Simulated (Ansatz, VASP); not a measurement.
# Hf16O31: VASP beside Ansatz, part 2 of 2

Aim: how closely do two programs agree when they are given the same cell, functional and k mesh? The structure shown is the end of the VASP relaxation below.

VASP 6.6.1 and Ansatz 0.2.0.

So far: Starting point; VASP: relaxation, PBEsol.

## 3. Ansatz: single point, PBEsol

Level of this step: Ansatz beside VASP: Kohn-Sham DFT, plane waves, PBEsol (Ansatz).

Ansatz runs on its default PAW (the set named soft_2) files.

The same cell, functional, mesh and smearing now go to Ansatz, which takes its cutoff from its data sets.

input.yaml

```yaml
crystal:
  lattice:
    - [-5.96735314, 5.15509311, 5.20139824]
    - [4.210368, -5.15509311, 5.15304292]
    - [5.96735314, 5.15509311, -5.20139824]
  atoms:
    - { symbol: Hf, position: [0.58850209, 0.49469312, 0.39532197] }
    - { symbol: Hf, position: [0.0755428, 0.98789249, 0.36128411] }
    - { symbol: Hf, position: [0.08553916, 0.491513, 0.86937243] }
    - { symbol: Hf, position: [0.58484366, 0.99286932, 0.86687677] }
    - { symbol: Hf, position: [0.88070535, 0.76196488, 0.84837924] }
    - { symbol: Hf, position: [0.36316563, 0.23295289, 0.8111859] }
    - { symbol: Hf, position: [0.37190299, 0.75599301, 0.33635538] }
    - { symbol: Hf, position: [0.87795308, 0.26622838, 0.34273634] }
    - { symbol: Hf, position: [0.41418859, 0.50929576, 0.63916567] }
    - { symbol: Hf, position: [0.92002456, 0.00565689, 0.63517918] }
    - { symbol: Hf, position: [0.91673073, 0.50912826, 0.13252421] }
    - { symbol: Hf, position: [0.41553478, 0.01420281, 0.13016428] }
    - { symbol: Hf, position: [0.12460663, 0.24764758, 0.16234452] }
    - { symbol: Hf, position: [0.62851362, 0.76476576, 0.15878697] }
    - { symbol: Hf, position: [0.63009706, 0.23862923, 0.66050866] }
    - { symbol: Hf, position: [0.12471228, 0.74033574, 0.6611963] }
    - { symbol: O, position: [0.01424329, 0.96242642, 0.12217921] }
    - { symbol: O, position: [0.00268982, 0.45614213, 0.61912191] }
    - { symbol: O, position: [0.50941851, 0.95347779, 0.61635846] }
    - { symbol: O, position: [0.66154677, 0.78931574, 0.80939492] }
    - { symbol: O, position: [0.1686348, 0.28816503, 0.81179804] }
    - { symbol: O, position: [0.16025979, 0.79355965, 0.29647467] }
    - { symbol: O, position: [0.65931177, 0.30694757, 0.28742465] }
    - { symbol: O, position: [0.48811304, 0.53053776, 0.89247122] }
    - { symbol: O, position: [0.9874262, 0.04312973, 0.88210861] }
    - { symbol: O, position: [0.00201619, 0.54820846, 0.38561927] }
    - { symbol: O, position: [0.49647946, 0.04606162, 0.37897833] }
    - { symbol: O, position: [0.34114847, 0.22227197, 0.18406228] }
    - { symbol: O, position: [0.82868495, 0.70122462, 0.19628466] }
    - { symbol: O, position: [0.83950713, 0.20147686, 0.69632396] }
    - { symbol: O, position: [0.34192856, 0.70835793, 0.71382486] }
    - { symbol: O, position: [0.86601848, 0.71848678, 0.60408898] }
    - { symbol: O, position: [0.3577566, 0.20879768, 0.58775224] }
    - { symbol: O, position: [0.3654077, 0.71507446, 0.09371051] }
    - { symbol: O, position: [0.86207433, 0.21769255, 0.09453878] }
    - { symbol: O, position: [0.38100518, 0.53993034, 0.40820492] }
    - { symbol: O, position: [0.87911976, 0.03930813, 0.39866312] }
    - { symbol: O, position: [0.8823664, 0.53141968, 0.8964255] }
    - { symbol: O, position: [0.37884389, 0.03644442, 0.89306569] }
    - { symbol: O, position: [0.13610008, 0.28613422, 0.40666352] }
    - { symbol: O, position: [0.62404729, 0.74167942, 0.36917966] }
    - { symbol: O, position: [0.6340493, 0.28423959, 0.90195031] }
    - { symbol: O, position: [0.14093254, 0.78779358, 0.90937707] }
    - { symbol: O, position: [0.61896954, 0.46410886, 0.60765826] }
    - { symbol: O, position: [0.11350701, 0.95668972, 0.59337787] }
    - { symbol: O, position: [0.1224235, 0.46705963, 0.10413882] }
    - { symbol: O, position: [0.6213115, 0.97762365, 0.10647833] }
total_charge: 2
hamiltonian:
  xc: pbesol
  pseudopotentials: { kind: paw }
kpoints:
  mp_grid: { grid: [2, 2, 2] }
scf:
  occupations: { method: gaussian, width: 0.05 }
  n_extra_bands: 15
output:
  forces: true
  eigenvalues: true
  write_density: true
  write_potential: true
  elf: true
  volumetric_format: npy
```

On the command line:

```sh
ansatz run input.yaml --threads 8 --pin off --max-ram 18432MiB --backend cpu --events-out ev --progress --plain --runs-dir out
```

Numbers of over 12 decimals in the logs are rounded to 6 here.

Log:

```text
scf.n_extra_bands = 15 over 300 filled bands (N_el = 600.0): the run solves 315 bands
Engine: ansatz 0.2.0, aarch64-unknown-linux-gnu
Pseudopotentials: kind: paw
Pseudopotential: Hf, paw, valence charge 26, recommended cutoff 420 eV (normal), Hf.paw.azcp
Pseudopotential: O, paw, valence charge 6, recommended cutoff 420 eV (normal), O.paw.azcp
Functional definition: PBEsol
  exchange = pbesol_x
  correlation = pbesol_c
Crystal: 47 atoms, lattice volume = 542.830 Å³
Basis set: ecut = 420 eV, 10581 PW (Γ), exchange–correlation on 128×120×128 points (8 copies of the dense FFT grid, shifted against one another)
Bands: 315, of which v1, the nominal top of the filled ones, is band 300 counted from 1 (299 counted from 0)
Symmetry: 1 space group operations
Space group: P1 (ITA 1), of the structure as read, at distance tolerance 8.2e-5 Å
k-points: 8
Non-local potential: Hf, projectors of the file, l = 0: 3, l = 1: 2, l = 2: 2, l = 3: 3
Non-local potential: O, projectors of the file, l = 0: 2, l = 1: 2, l = 2: 1
PAW form: soft (Blöchl's): semilocal exchange-correlation on the pseudo side does not see the compensation charge
PAW frozen core: Hf, regenerated for the run's functional, and the local potential with it (the file was generated under x = pbe(κ = 0.804, μ = 0.219515), c = pbe(β = 0.066725))
PAW frozen core: O, regenerated for the run's functional, and the local potential with it (the file was generated under x = pbe(κ = 0.804, μ = 0.219515), c = pbe(β = 0.066725))
PAW one-centre angular grid: Hf, 590 points (default); XC on 64 Gauss nodes
PAW one-centre angular grid: O, 110 points (default); XC on 64 Gauss nodes
Initial density: superposition of atomic densities (neutral atoms scaled as one to the charged cell's electrons: chi_scale 0, normalization atom), corrected by the library's trained network
Initial wavefunctions: pseudopotential atomic-orbital guess
Functional: x = pbesol(κ = 0.804, μ = 0.123457), c = pbesol(β = 0.046)
SCF iter   1: F=—  HF=-267075.358541 eV  |F-HF|=—  |Δ(HF+E_count)|=         —  Δρ=2.46e-2  dr2=3.45e0  ethr=1.77e-3  ⟨swp⟩=4.9  Hψ=8367  notcnv=0
preconditioner: auto → Resta (q_TF=auto, 2.774 Å⁻¹)  ε∞=6.3  [insulator: Δε(μ)=3.603 eV  Ē_g=16.573 eV  σ=0.050 eV  W_gap=1.00  n_scr=202 (ndim 8)  ℏωp=38.0 eV  f_vac=0.082  D(μ)=0.00/eV (n_scr^D=0)  ε∞_Penn≈6.3]
SCF iter   2: F=—  HF=-267074.466339 eV  |F-HF|=—  |Δ(HF+E_count)|=   8.92e-1  Δρ=7.53e-3  dr2=3.83e-1  ethr=5.75e-4  ⟨swp⟩=3.0  Hψ=5656  notcnv=0  defer=64
SCF iter   3: F=—  HF=-267074.330926 eV  |F-HF|=—  |Δ(HF+E_count)|=   1.35e-1  Δρ=4.03e-3  dr2=1.65e-1  ethr=6.39e-5  ⟨swp⟩=2.0  Hψ=4152  notcnv=0  defer=64
SCF iter   4: F=—  HF=-267074.296484 eV  |F-HF|=—  |Δ(HF+E_count)|=   3.44e-2  Δρ=1.67e-3  dr2=2.50e-2  ethr=2.74e-5  ⟨swp⟩=2.0  Hψ=4912  notcnv=0  defer=64
SCF iter   5: F=—  HF=-267074.297558 eV  |F-HF|=—  |Δ(HF+E_count)|=   1.07e-3  Δρ=8.07e-4  dr2=7.92e-3  ethr=4.16e-6  ⟨swp⟩=2.0  Hψ=3753  notcnv=0  defer=64
SCF iter   6: F=—  HF=-267074.296600 eV  |F-HF|=—  |Δ(HF+E_count)|=   9.59e-4  Δρ=2.74e-4  dr2=7.06e-4  ethr=1.32e-6  ⟨swp⟩=2.0  Hψ=4864  notcnv=0  defer=64
SCF iter   7: F=—  HF=-267074.297125 eV  |F-HF|=—  |Δ(HF+E_count)|=   5.26e-4  Δρ=2.99e-4  dr2=4.25e-4  ethr=1.18e-7  ⟨swp⟩=2.0  Hψ=4856  notcnv=0  defer=64
SCF iter   8: F=—  HF=-267074.297100 eV  |F-HF|=—  |Δ(HF+E_count)|=   2.55e-5  Δρ=6.37e-5  dr2=2.22e-5  ethr=7.08e-8  ⟨swp⟩=2.0  Hψ=4824  notcnv=0  defer=64
SCF iter   9: F=—  HF=-267074.296390 eV  |F-HF|=—  |Δ(HF+E_count)|=   7.10e-4  Δρ=2.07e-5  dr2=2.86e-6  ethr=3.69e-9  ⟨swp⟩=2.0  Hψ=4920  notcnv=0  defer=64
SCF iter  10: F=—  HF=-267074.296392 eV  |F-HF|=—  |Δ(HF+E_count)|=   2.22e-6  Δρ=1.39e-5  dr2=1.32e-6  ethr=4.77e-10  ⟨swp⟩=2.9  Hψ=4873  notcnv=0  defer=64
SCF iter  11: F=—  HF=-267074.296393 eV  |F-HF|=—  |Δ(HF+E_count)|=   8.93e-8  Δρ=4.59e-6  dr2=1.36e-7  ethr=2.20e-10  ⟨swp⟩=2.0  Hψ=4856  notcnv=0  defer=64
SCF iter  12: F=-267074.296393 eV  HF=-267074.296393 eV  |F-HF|=1.44e-8  |Δ(HF+E_count)|=   5.16e-8  Δρ=2.97e-6  dr2=3.84e-8  ethr=1.67e-11  ⟨swp⟩=14.0  Hψ=20463  notcnv=0
SCF 1 converged in 12 iterations: F = -267074.296393 eV  dr2 = 3.84e-8
  greatest PAW one-centre occupation: 0.999 electrons in one spin orbital (limit 2), on the Hf atom at site 8 (counted from 0), in its partial waves of l = 3
SCF converged after 12 iterations
Free energy (F): -267074.296393 eV
Harris-Foulkes:  -267074.296393 eV  (|F-HF|=1.44e-8)
Internal energy: -267074.296393 eV  (E = F + TS)
E sigma→0 (E₀):  -267074.296393 eV
Fermi energy:    15.996695 eV
--- Per-component energies (eV) ---
  E_band       = 67.339012
  E_kinetic    = 12149.966102
  E_local      = -98812.951619  (includes V_loc(G=0)·N_el)
  E_nonlocal   = -18298.634389
  E_hartree    = 45264.263811
  E_xc         = -7006.111044
  E_vxc        = -7134.803907  (∫ρ·V_xc dr)
  E_paw        = -113634.503009  (= ΣΔE_a)
  E_vpaw       = 21635.148600  (= ΣTr[D̂ρ^β])
  E_aug_tail   = 0.076690  (compensation charges beyond the density's cutoff)
  E_ewald      = -86757.514326
  E_core_change = 21.111390  (= ΣΔE_core)
  E_smearing   = -0.000000  (= −TS)
  E_closure    = -0.000000  (closes the sum)
  E_deformation_potential = 47.252936  (in the stress; not in F)
  Σ components = -267074.296393   (vs F -267074.296393, Δ=0.00e0)
--- Forces (eV/Å), atoms counted from 1 ---
  atom   1  Hf    -0.02695375     0.00225055     0.09084503
  atom   2  Hf    -0.05995197     0.01939936     0.06791746
  atom   3  Hf    -0.03428730    -0.02291574     0.07261720
  atom   4  Hf    -0.02695141     0.02920865     0.07406919
  atom   5  Hf     0.03295579     0.03301068    -0.05992418
  atom   6  Hf     0.05535793     0.08012938    -0.01918976
  atom   7  Hf    -0.00594506     0.00185182    -0.05990280
  atom   8  Hf     0.01999492     0.04059553    -0.07073691
  atom   9  Hf     0.06413449     0.01526873    -0.08812262
  atom  10  Hf     0.01625964    -0.05555883    -0.07125587
  atom  11  Hf     0.04531514    -0.03537068    -0.07110340
  atom  12  Hf     0.02119496    -0.03289266    -0.08103789
  atom  13  Hf     0.00338974    -0.02524099     0.06370762
  atom  14  Hf    -0.06934749     0.00008193    -0.05835783
  atom  15  Hf    -0.02365025    -0.01715161     0.10640503
  atom  16  Hf     0.00095292    -0.00829712     0.05292243
  atom  17  O     -0.02527039     0.01689618    -0.04688037
  atom  18  O     -0.02899004    -0.00493386    -0.02395560
  atom  19  O     -0.02413156     0.01190843    -0.02725983
  atom  20  O      0.02252097     0.00831571     0.05172679
  atom  21  O     -0.00351556     0.04658149     0.04344426
  atom  22  O      0.03075622     0.00487506     0.03389605
  atom  23  O      0.06509651    -0.02472951     0.06732979
  atom  24  O      0.03399751     0.02563559    -0.00025258
[...]
atom  40  O      0.03134903     0.01223333     0.02331110
  atom  41  O     -0.02883500     0.01045122     0.01074086
  atom  42  O      0.03818802    -0.00454162     0.01821022
  atom  43  O      0.03462247     0.00983929     0.04227645
  atom  44  O     -0.07424833    -0.04857359     0.01232953
  atom  45  O     -0.03202186     0.01919137    -0.00826643
  atom  46  O     -0.03434767     0.02562966    -0.03527347
  atom  47  O     -0.02933538     0.04787923    -0.06515525
  max |Σ_I F_I| component: 1.86e-5 eV/Å
--- Band table (eV; the first three rows and the last of 8) ---
  k-point 0: bands = [... 296 lower, 13.7564, 13.7906, 13.9935, 14.1885, 17.8049, 18.4991, 18.6949, 18.7723, ... 11 higher]
  k-point 1: bands = [... 296 lower, 13.7161, 13.7937, 13.9195, 13.9775, 17.9870, 18.5755, 18.6968, 18.7241, ... 11 higher]
  k-point 2: bands = [... 296 lower, 13.7050, 13.8260, 14.0000, 14.1007, 17.8511, 18.4413, 18.5845, 18.7538, ... 11 higher]
  k-point 7: bands = [... 296 lower, 13.7586, 13.8167, 13.8552, 14.1196, 17.8741, 18.2862, 18.6033, 18.6715, ... 11 higher]
```

The job ended after 55 s (8 threads of Arm Neoverse N1, shared host; peak memory 5.9 GiB; 7.1 min of CPU time).

## 4. Side by side

Known differences besides the potentials themselves: the data sets hold 600 valence electrons in Ansatz (default PAW (the set named soft_2) files) and 248 in VASP; the cutoff is 420 eV in Ansatz and 400 eV in VASP (PREC = Normal, projectors in real space); Ansatz makes its cores anew for this functional, VASP keeps those of its PBE data sets. Total energies have different zeros and are not compared.

The two programs side by side:

| quantity | Ansatz | VASP | difference |
| --- | --- | --- | --- |
| gap on the k mesh (eV) | 3.616 | 3.550 | +0.067 |

At this near-relaxed geometry the largest component of a force difference is 103 meV/Å. A gap on the mesh is an upper bound, since the band edges may lie between its points; neither run holds spin-orbit coupling, which can move the band edges of a compound of Hf.

## 5. Other set-ups

Further runs change the set-up of one program: Ansatz's method, potentials or start, or VASP's data sets, cutoff or form of LDA. The table gives Ansatz less VASP for each quantity, since a change that brings one quantity closer may part another.

```
                                        run  r.m.s. force difference (meV/Å)  gap on the k mesh (eV)
                                   as above                               39                   0.067
                       cores kept as stored                               39                   0.067
    Ansatz's larger PAW set (cutoff 900 eV)                               40                   0.066
norm-conserving potentials (cutoff 1143 eV)                               55                   0.070
```

## 6. What came out

```json
{
  "r.m.s. force difference (single point, PBEsol)": "39 meV/Å",
  "difference in gap on the k mesh (single point, PBEsol)": "0.067 eV"
}
```

**Reading.** The r.m.s. force difference is 39 meV/Å (single point, PBEsol), beyond the 12 meV/Å picked in this series as the mark of a large difference. Single point, PBEsol, norm-conserving potentials (cutoff 1143 eV): r.m.s. force difference goes from 39 to 55 meV/Å. How closely two codes agree says nothing of how well the functional describes the real material.

[Lines on the potential files, build, host, timing and source positions are cut from VASP's logs without a mark.]

[Logs are printed without paths, hosts, clocks, repeated set-up lines and the standing remarks that a program may print on its own settings, such as how far it seeks lower states.]

[Hosts, paths, dates, database ids (printed as entryN), source tags and the programs' standing remarks are cut or masked in the printed files.]
